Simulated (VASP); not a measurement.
# From an Ansatz input to VASP: MgO (zincblende)

Ansatz input

```yaml
crystal:
  lattice:
    - [0.0, 2.2820056634, 2.2820056634]
    - [2.2820056634, 0.0, 2.2820056634]
    - [2.2820056634, 2.2820056634, 0.0]
  atoms:
    - { symbol: Mg, position: [0.0, 0.0, 0.0] }
    - { symbol: O, position: [0.25, 0.25, 0.25] }
kpoints:
  mp_grid: { grid: [8, 8, 8] }
hamiltonian:
  xc: pbe
scf:
  occupations: { method: fixed }
dielectric: {}
```

Write VASP inputs for this cell and level of theory.



INCAR

```
ISIF = 2
LWAVE = .FALSE.
LCHARG = .FALSE.
NSW = 0
NELM = 120
GGA = PE
LASPH = .TRUE.
SIGMA = 0.01
LEPSILON = .TRUE.
EDIFF = 1E-8
NBANDS = 11
PREC = Accurate
ENCUT = 520
LREAL = .FALSE.
ISMEAR = 0
IBRION = -1
```

KPOINTS

```
KPOINTS created by Atomic Simulation Environment
0
Gamma
12 12 12
0 0 0
```

POSCAR

```
Mg O
 1.0000000000000000
     0.0000000000000000    2.2820056634339938    2.2820056634339938
     2.2820056634339938    0.0000000000000000    2.2820056634339938
     2.2820056634339938    2.2820056634339938    0.0000000000000000
 Mg  O
   1   1
Cartesian
 -0.0000000000000000  0.0000000000000000 -0.0000000000000000
  1.1410028317169967  1.1410028317169967  1.1410028317169967
```

VASP ran with the recommended PBE PAW datasets (8 valence electrons in the cell). Other inputs would serve too.

```tsv
	Ansatz	VASP
ε∞ with local fields (xx, yy, zz)	3.05, 3.05, 3.05	3.01, 3.01, 3.01
mean Born charge by atom, in the order of the cell	1.82, -1.82 e	1.82, -1.82 e
```

Each program uses its own PAW datasets. VASP's cell holds 8 valence electrons and Ansatz's 16. Ansatz refines its k mesh for the response by itself, so the meshes differ.
